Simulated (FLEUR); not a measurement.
# SnSe (Fm-3m) in FLEUR: further runs

Runs on SnSe. Level: SCAN. Tasks: band structure, equation of state.

All numbers are computed with FLEUR MaX-R8.1 (later development tree); they aren't measurements. Logs are shortened: lines on timing, memory, paths and dates and some standing lists are left out, and cuts for length are marked.

**1. Starting point**

Symmetry: Fm-3m, No. 225, cubic system. The conventional cell has a = 6.020 Å, b = 6.020 Å, c = 6.020 Å, α = 90.00°, β = 90.00°, γ = 90.00°. Sn (site symmetry m-3m) has 6 Se at 3.01 Å as nearest neighbours. Se (site symmetry m-3m) has 6 Sn at 3.01 Å as nearest neighbours.

Measurements of this composition are mostly on another form, of space group No. 62.

**2. Band structure, SCAN**

inp.xml reads:

```xml
<?xml version="1.0" encoding="UTF-8" standalone="no"?>
<fleurInput fleurInputVersion="0.39">
   <comment>
      SnSe                                                                                                
   </comment>
   <calculationSetup>
      <cutoffs Kmax="4.1" Gmax="12.7" GmaxXC="12.7" numbands="0"/>
      <scfLoop itmax="80" minDistance="0.0001" maxIterBroyd="30" imix="Anderson" alpha="0.05" precondParam="0.0" spinf="2.0" sdNocoIR="T"/>
      <coreElectrons ctail="F" frcor="F" kcrel="0" coretail_lmax="0"/>
      <xcFunctional name="LibXC" relativisticCorrections="F">
         <LibXCName exchange="mgga_x_scan" correlation="mgga_c_scan"/>
         <AuxGGA exchange="117" correlation="130"/>
      </xcFunctional>
      <magnetism jspins="1"/>
      <soc l_soc="F" theta="0.0" phi="0.0" spav="F"/>
      <expertModes spex="0" secvar="F"/>
      <geometryOptimization l_f="F" forcealpha="1.0" forcemix="BFGS" epsdisp="0.00001" epsforce="0.00001"/>
      <ldaU l_linMix="F" mixParam="0.05" spinf="1.0"/>
   </calculationSetup>
   <cell>
      <bzIntegration valenceElectrons="38.0" mode="hist" fermiSmearingEnergy="0.00183747">
         <kPointListSelection listName="default-1"/>
         <!-- k-points included here -->
         <xi:include xmlns:xi="http://www.w3.org/2001/XInclude" href="kpts.xml"> </xi:include>
      </bzIntegration>
      <!-- symmetry operations included here -->
[... 34 lines left out ...]
         </electronConfig>
         <energyParameters s="4" p="4" d="4" f="4"/>
         <lo type="SCLO" l="2" n="3" eDeriv="0"/>
         <lo type="SCLO" l="0" n="4" eDeriv="2"/>
         <lo type="SCLO" l="1" n="4" eDeriv="2"/>
         <lo type="SCLO" l="3" n="4" eDeriv="2"/>
      </species>
   </atomSpecies>
   <atomGroups>
      <atomGroup species="Tin (Sn)">
         <relPos label="                   1">.0000000000 .0000000000 .0000000000</relPos>
         <force calculate="T" relaxXYZ="TTT"/>
      </atomGroup>
      <atomGroup species="Selenium (Se)">
         <relPos label="                   2">1.000/2.000 1.000/2.000 1.000/2.000</relPos>
         <force calculate="T" relaxXYZ="TTT"/>
      </atomGroup>
   </atomGroups>
   <output dos="F" band="F" slice="F">
      <checks vchk="F" cdinf="F"/>
      <bandDOS minEnergy="-.5*Htr" maxEnergy="0.5*Htr" sigma="0.015" storeEVData="T"/>
      <vacuumDOS vacdos="F" integ="F" star="F" nstars="0" locx1="0.0" locy1="0.0" locx2="0.0" locy2="0.0" nstm="0" tworkf="0.0"/>
      <unfoldingBand unfoldBand="F" supercellX="1" supercellY="1" supercellZ="1"/>
      <plotting iplot="0" polar="F">
         <plot TwoD="T" vec1="  1.0  0.0  0.0" vec2="  0.0  1.0  0.0" vec3="  0.0  0.0  1.0" zero="  0.0  0.0  0.0" file="plot"/>
      </plotting>
      <chargeDensitySlicing numkpt="0" minEigenval="0.0" maxEigenval="0.0" nnne="0" pallst="F"/>
      <specialOutput eonly="F"/>
      <moessbauerParams electricFieldGradient="T" isomerShift="T" coreHyperfine="T" valenceHyperfine="T"/>
      <magneticCircularDichroism mcd="F" energyLo="-10.0" energyUp="0.0"/>
   </output>
  <!-- We include the file relax.xml here to enable relaxations (see documentation) -->
  <xi:include xmlns:xi="http://www.w3.org/2001/XInclude" href="relax.xml"> <xi:fallback/> </xi:include>
</fleurInput>
```

crystal.txt reads:

```
SnSe
&input cartesian=F /
0.0000000000  3.0100000000  3.0100000000
3.0100000000  0.0000000000  3.0100000000
3.0100000000  3.0100000000  0.0000000000
1.8897261246
1.0 1.0 1.0

2
50 0.0000000000  0.0000000000  0.0000000000
34 0.5000000000  0.5000000000  0.5000000000

&kpt div1=8 div2=8 div3=8 gamma=T /
```

inp.xml (bands) reads:

```
<?xml version="1.0" encoding="UTF-8" standalone="no"?>
<fleurInput fleurInputVersion="0.39">
   <comment>
      SnSe                                                                                                
   </comment>
   <calculationSetup>
      <cutoffs Kmax="4.1" Gmax="12.7" GmaxXC="12.7" numbands="0"/>
      <scfLoop itmax="80" minDistance="0.0001" maxIterBroyd="30" imix="Anderson" alpha="0.05" precondParam="0.0" spinf="2.0" sdNocoIR="T"/>
      <coreElectrons ctail="F" frcor="F" kcrel="0" coretail_lmax="0"/>
      <xcFunctional name="LibXC" relativisticCorrections="F">
         <LibXCName exchange="mgga_x_scan" correlation="mgga_c_scan"/>
         <AuxGGA exchange="117" correlation="130"/>
      </xcFunctional>
      <magnetism jspins="1"/>
      <soc l_soc="F" theta="0.0" phi="0.0" spav="F"/>
      <expertModes spex="0" secvar="F"/>
      <geometryOptimization l_f="F" forcealpha="1.0" forcemix="BFGS" epsdisp="0.00001" epsforce="0.00001"/>
      <ldaU l_linMix="F" mixParam="0.05" spinf="1.0"/>
   </calculationSetup>
   <cell>
      <bzIntegration valenceElectrons="38.0" mode="hist" fermiSmearingEnergy="0.00183747">
         <kPointListSelection listName="path-1"/>
         <!-- k-points included here -->
         <xi:include xmlns:xi="http://www.w3.org/2001/XInclude" href="kpts.xml"> </xi:include>
      </bzIntegration>
      <!-- symmetry operations included here -->
[... 34 lines left out ...]
         </electronConfig>
         <energyParameters s="4" p="4" d="4" f="4"/>
         <lo type="SCLO" l="2" n="3" eDeriv="0"/>
         <lo type="SCLO" l="0" n="4" eDeriv="2"/>
         <lo type="SCLO" l="1" n="4" eDeriv="2"/>
         <lo type="SCLO" l="3" n="4" eDeriv="2"/>
      </species>
   </atomSpecies>
   <atomGroups>
      <atomGroup species="Tin (Sn)">
         <relPos label="                   1">.0000000000 .0000000000 .0000000000</relPos>
         <force calculate="T" relaxXYZ="TTT"/>
      </atomGroup>
      <atomGroup species="Selenium (Se)">
         <relPos label="                   2">1.000/2.000 1.000/2.000 1.000/2.000</relPos>
         <force calculate="T" relaxXYZ="TTT"/>
      </atomGroup>
   </atomGroups>
   <output dos="F" band="T" slice="F">
      <checks vchk="F" cdinf="F"/>
      <bandDOS minEnergy="-.5*Htr" maxEnergy="0.5*Htr" sigma="0.015" storeEVData="T"/>
      <vacuumDOS vacdos="F" integ="F" star="F" nstars="0" locx1="0.0" locy1="0.0" locx2="0.0" locy2="0.0" nstm="0" tworkf="0.0"/>
      <unfoldingBand unfoldBand="F" supercellX="1" supercellY="1" supercellZ="1"/>
      <plotting iplot="0" polar="F">
         <plot TwoD="T" vec1="  1.0  0.0  0.0" vec2="  0.0  1.0  0.0" vec3="  0.0  0.0  1.0" zero="  0.0  0.0  0.0" file="plot"/>
      </plotting>
      <chargeDensitySlicing numkpt="0" minEigenval="0.0" maxEigenval="0.0" nnne="0" pallst="F"/>
      <specialOutput eonly="F"/>
      <moessbauerParams electricFieldGradient="T" isomerShift="T" coreHyperfine="T" valenceHyperfine="T"/>
      <magneticCircularDichroism mcd="F" energyLo="-10.0" energyUp="0.0"/>
   </output>
  <!-- We include the file relax.xml here to enable relaxations (see documentation) -->
  <xi:include xmlns:xi="http://www.w3.org/2001/XInclude" href="relax.xml"> <xi:fallback/> </xi:include>
</fleurInput>
```

Potentials or basis: all-electron, FLAPW.

Launch:

```console
$ inpgen -f crystal.txt -profile fastHighL
$ # inp.xml edited to the form shown
$ fleur_MPI
$ fleur_MPI   # second run, on inp.xml (bands)
```

The program printed:

```text
Welcome to FLEUR        (www.flapw.de)
      MaX-Release 8.1          (www.max-centre.eu)
 func_ids         267         263         267         263
 MetaGGA potential functional detected - V_tau will be computed
 Auxiliary Potential for radial basis: exchange=         117  correlation=         130
The functional 'SCAN exchange of Sun, Ruzsinszky, and Perdew' is an exchange functional, it belongs to the 'MGGA' family and is defined in the reference(s):
[1] J. Sun, A. Ruzsinszky, and J. P. Perdew.,  Phys. Rev. Lett. 115, 036402 (2015)
The functional 'SCAN correlation of Sun, Ruzsinszky, and Perdew' is a correlation functional, it belongs to the 'MGGA' family and is defined in the reference(s):
[1] J. Sun, A. Ruzsinszky, and J. P. Perdew.,  Phys. Rev. Lett. 115, 036402 (2015)
 Using same functional for VXC and EXC

 ========== k-point set info ==========
 Selected k-point list: default-1
 k-point list type: mesh
 8 x 8 x 8
 Number of k points: 29

 ------------Calculation Setup---------------------------
 Number of MPI-tasks      :            1
 Number of PE/node        :            1
 Number of OMP-threads    :            1
 Most efficient MPI parallelization for:
           1          29
 Additional eigenvalue parallelization possible
 Number of basis functions:          514
 Approximate size of matrices (H+S) per k-point:         0.004 GB
 --------------------------------------------------------
The functional 'Hammer, Hansen, and Norskov' is an exchange functional, it belongs to the 'GGA' family and is defined in the reference(s):
[1] B. Hammer, L. B. Hansen, and J. K. Nørskov.,  Phys. Rev. B 59, 7413 (1999)
The functional 'Perdew, Burke & Ernzerhof' is a correlation functional, it belongs to the 'GGA' family and is defined in the reference(s):
[1] J. P. Perdew, K. Burke, and M. Ernzerhof.,  Phys. Rev. Lett. 77, 3865 (1996)
[2] J. P. Perdew, K. Burke, and M. Ernzerhof.,  Phys. Rev. Lett. 78, 1396 (1997)
 Using same functional for VXC and EXC
 Using auxiliary GGA potential for the first iteration of MetaGGA calculation.
 Reset of history
 Reset of history
 Iteration:     1   Distance:      22.82095201 me/bohr^3
The functional 'Hammer, Hansen, and Norskov' is an exchange functional, it belongs to the 'GGA' family and is defined in the reference(s):
[1] B. Hammer, L. B. Hansen, and J. K. Nørskov.,  Phys. Rev. B 59, 7413 (1999)
The functional 'Perdew, Burke & Ernzerhof' is a correlation functional, it belongs to the 'GGA' family and is defined in the reference(s):
[1] J. P. Perdew, K. Burke, and M. Ernzerhof.,  Phys. Rev. Lett. 77, 3865 (1996)
[2] J. P. Perdew, K. Burke, and M. Ernzerhof.,  Phys. Rev. Lett. 78, 1396 (1997)
 Using same functional for VXC and EXC
 Iteration:     2   Distance:      21.59231291 me/bohr^3
The functional 'Hammer, Hansen, and Norskov' is an exchange functional, it belongs to the 'GGA' family and is defined in the reference(s):
[1] B. Hammer, L. B. Hansen, and J. K. Nørskov.,  Phys. Rev. B 59, 7413 (1999)
The functional 'Perdew, Burke & Ernzerhof' is a correlation functional, it belongs to the 'GGA' family and is defined in the reference(s):
[1] J. P. Perdew, K. Burke, and M. Ernzerhof.,  Phys. Rev. Lett. 77, 3865 (1996)
[2] J. P. Perdew, K. Burke, and M. Ernzerhof.,  Phys. Rev. Lett. 78, 1396 (1997)
 Using same functional for VXC and EXC
 Iteration:     3   Distance:      20.44004966 me/bohr^3
The functional 'Hammer, Hansen, and Norskov' is an exchange functional, it belongs to the 'GGA' family and is defined in the reference(s):
[1] B. Hammer, L. B. Hansen, and J. K. Nørskov.,  Phys. Rev. B 59, 7413 (1999)
The functional 'Perdew, Burke & Ernzerhof' is a correlation functional, it belongs to the 'GGA' family and is defined in the reference(s):
[1] J. P. Perdew, K. Burke, and M. Ernzerhof.,  Phys. Rev. Lett. 77, 3865 (1996)
[2] J. P. Perdew, K. Burke, and M. Ernzerhof.,  Phys. Rev. Lett. 78, 1396 (1997)
 Using same functional for VXC and EXC
 Iteration:     4   Distance:       5.52640705 me/bohr^3
The functional 'Hammer, Hansen, and Norskov' is an exchange functional, it belongs to the 'GGA' family and is defined in the reference(s):
[1] B. Hammer, L. B. Hansen, and J. K. Nørskov.,  Phys. Rev. B 59, 7413 (1999)
The functional 'Perdew, Burke & Ernzerhof' is a correlation functional, it belongs to the 'GGA' family and is defined in the reference(s):
[1] J. P. Perdew, K. Burke, and M. Ernzerhof.,  Phys. Rev. Lett. 77, 3865 (1996)
[2] J. P. Perdew, K. Burke, and M. Ernzerhof.,  Phys. Rev. Lett. 78, 1396 (1997)
 Using same functional for VXC and EXC
 Iteration:     5   Distance:       1.22092662 me/bohr^3
The functional 'Hammer, Hansen, and Norskov' is an exchange functional, it belongs to the 'GGA' family and is defined in the reference(s):
[1] B. Hammer, L. B. Hansen, and J. K. Nørskov.,  Phys. Rev. B 59, 7413 (1999)
The functional 'Perdew, Burke & Ernzerhof' is a correlation functional, it belongs to the 'GGA' family and is defined in the reference(s):
[1] J. P. Perdew, K. Burke, and M. Ernzerhof.,  Phys. Rev. Lett. 77, 3865 (1996)
[2] J. P. Perdew, K. Burke, and M. Ernzerhof.,  Phys. Rev. Lett. 78, 1396 (1997)
 Using same functional for VXC and EXC
 Iteration:     6   Distance:       0.62147065 me/bohr^3
The functional 'Hammer, Hansen, and Norskov' is an exchange functional, it belongs to the 'GGA' family and is defined in the reference(s):
[1] B. Hammer, L. B. Hansen, and J. K. Nørskov.,  Phys. Rev. B 59, 7413 (1999)
The functional 'Perdew, Burke & Ernzerhof' is a correlation functional, it belongs to the 'GGA' family and is defined in the reference(s):
[1] J. P. Perdew, K. Burke, and M. Ernzerhof.,  Phys. Rev. Lett. 77, 3865 (1996)
[2] J. P. Perdew, K. Burke, and M. Ernzerhof.,  Phys. Rev. Lett. 78, 1396 (1997)
 Using same functional for VXC and EXC
[... 40 lines left out ...]
[2] J. P. Perdew, K. Burke, and M. Ernzerhof.,  Phys. Rev. Lett. 78, 1396 (1997)
 Using same functional for VXC and EXC
 Iteration:    13   Distance:       0.00179355 me/bohr^3
The functional 'Hammer, Hansen, and Norskov' is an exchange functional, it belongs to the 'GGA' family and is defined in the reference(s):
[1] B. Hammer, L. B. Hansen, and J. K. Nørskov.,  Phys. Rev. B 59, 7413 (1999)
The functional 'Perdew, Burke & Ernzerhof' is a correlation functional, it belongs to the 'GGA' family and is defined in the reference(s):
[1] J. P. Perdew, K. Burke, and M. Ernzerhof.,  Phys. Rev. Lett. 77, 3865 (1996)
[2] J. P. Perdew, K. Burke, and M. Ernzerhof.,  Phys. Rev. Lett. 78, 1396 (1997)
 Using same functional for VXC and EXC
 Iteration:    14   Distance:       0.00062916 me/bohr^3
The functional 'Hammer, Hansen, and Norskov' is an exchange functional, it belongs to the 'GGA' family and is defined in the reference(s):
[1] B. Hammer, L. B. Hansen, and J. K. Nørskov.,  Phys. Rev. B 59, 7413 (1999)
The functional 'Perdew, Burke & Ernzerhof' is a correlation functional, it belongs to the 'GGA' family and is defined in the reference(s):
[1] J. P. Perdew, K. Burke, and M. Ernzerhof.,  Phys. Rev. Lett. 77, 3865 (1996)
[2] J. P. Perdew, K. Burke, and M. Ernzerhof.,  Phys. Rev. Lett. 78, 1396 (1997)
 Using same functional for VXC and EXC
 Iteration:    15   Distance:       0.00044776 me/bohr^3
The functional 'Hammer, Hansen, and Norskov' is an exchange functional, it belongs to the 'GGA' family and is defined in the reference(s):
[1] B. Hammer, L. B. Hansen, and J. K. Nørskov.,  Phys. Rev. B 59, 7413 (1999)
The functional 'Perdew, Burke & Ernzerhof' is a correlation functional, it belongs to the 'GGA' family and is defined in the reference(s):
[1] J. P. Perdew, K. Burke, and M. Ernzerhof.,  Phys. Rev. Lett. 77, 3865 (1996)
[2] J. P. Perdew, K. Burke, and M. Ernzerhof.,  Phys. Rev. Lett. 78, 1396 (1997)
 Using same functional for VXC and EXC
 Iteration:    16   Distance:       0.00011075 me/bohr^3
The functional 'Hammer, Hansen, and Norskov' is an exchange functional, it belongs to the 'GGA' family and is defined in the reference(s):
[1] B. Hammer, L. B. Hansen, and J. K. Nørskov.,  Phys. Rev. B 59, 7413 (1999)
The functional 'Perdew, Burke & Ernzerhof' is a correlation functional, it belongs to the 'GGA' family and is defined in the reference(s):
[1] J. P. Perdew, K. Burke, and M. Ernzerhof.,  Phys. Rev. Lett. 77, 3865 (1996)
[2] J. P. Perdew, K. Burke, and M. Ernzerhof.,  Phys. Rev. Lett. 78, 1396 (1997)
 Using same functional for VXC and EXC
 Iteration:    17   Distance:       0.00008607 me/bohr^3

 ********************************************************************
 Run finished successfully
 Stop message:
   all done
 ********************************************************************
```

Wall time 74 s (1 thread of AMD EPYC 7R43 (Zen 3), shared host); peak memory 0.09 GiB.

Results:

```
Free energy                                           : -234298.1441 eV
Band gap on the k mesh                                : 0.44 eV, direct
Band gap along the path                               : 0.23 eV, indirect (least direct gap 0.29 eV)
Valence electrons inside the program's atomic spheres : Sn 20.08; Se 14.90 (radii Sn 2.66, Se 2.56 bohr)
```

Levels at the corners of the path, in eV from the valence-band top:
| point | band 17 | band 18 | band 19 | band 20 | band 21 | band 22 |
| --- | --- | --- | --- | --- | --- | --- |
| Γ | -2.59 | -2.59 | -2.59 | 4.26 | 4.26 | 4.26 |
| X | -5.89 | -4.05 | -4.05 | 3.28 | 5.38 | 5.38 |
| W | -5.11 | -5.11 | -1.08 | 1.38 | 4.92 | 4.92 |
| K | -5.47 | -3.55 | -2.78 | 3.30 | 3.54 | 5.47 |
| Γ | -2.59 | -2.59 | -2.59 | 4.26 | 4.26 | 4.26 |
| L | -2.28 | -2.28 | 0.00 | 0.44 | 1.08 | 1.08 |
| U | -5.47 | -3.55 | -2.78 | 3.30 | 3.54 | 5.47 |
| W | -5.11 | -5.11 | -1.08 | 1.38 | 4.92 | 4.92 |
| L | -2.28 | -2.28 | 0.00 | 0.44 | 1.08 | 1.08 |
| K | -5.47 | -3.55 | -2.78 | 3.30 | 3.54 | 5.47 |
| U | -5.47 | -3.55 | -2.78 | 3.30 | 3.54 | 5.47 |
| X | -5.89 | -4.05 | -4.05 | 3.28 | 5.38 | 5.38 |

Core levels (eV from the Fermi level):
```tsv
atom	levels
1 Sn	1s1/2 -28993.3, 2s1/2 -4372.4, 2p1/2 -4083.3, 2p3/2 -3852.7, 3s1/2 -840.6, 3p1/2 -723.3, 3p3/2 -681.2, 3d3/2 -474.1, 3d5/2 -465.4
2 Se	1s1/2 -12496.4, 2s1/2 -1600.9, 2p1/2 -1435.2, 2p3/2 -1393.5, 3s1/2 -207.9, 3p1/2 -151.3, 3p3/2 -145.4
```

Caveat: the meta-GGA is that of a development version, with a GGA for the radial functions and cores and without core tails; spin-orbit coupling is left out, which moves the levels of the heavy elements; the mesh misses the band edges, which the band path finds closer together.

(Part 1 of 2 ends here.)
